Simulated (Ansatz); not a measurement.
Six crystals in the fcc structure, computed with r²SCAN in Ansatz (plane waves, PAW datasets (generated hard set); cutoff 700 eV), no spin polarisation, no spin–orbit coupling, Fermi–Dirac smearing of 0.1 eV, k-spacing 0.18 to 0.19 Å⁻¹.

Question: Rank them by lattice constant, smallest first.
A. Hf
B. Ti
C. Pd
D. Ru
E. Pr
F. Co

Answer: F (3.415 Å), D (3.786 Å), C (3.910 Å), B (4.114 Å), A (4.478 Å), E (4.590 Å).

Model structures, not the usual forms at ambient conditions (metastable or hypothetical): Hf, Co, Ti, Pr, Ru. The real material (Co) is magnetic: without spin this is a model state, and volume, stiffness and gap can lie far from those of the magnetic ground state. The open f shell of Pr is treated without spin here, so this is a model state and not the ground state. With an open f shell the self-consistent state may not be the lowest one. Potentials made with PBE were used with another functional.
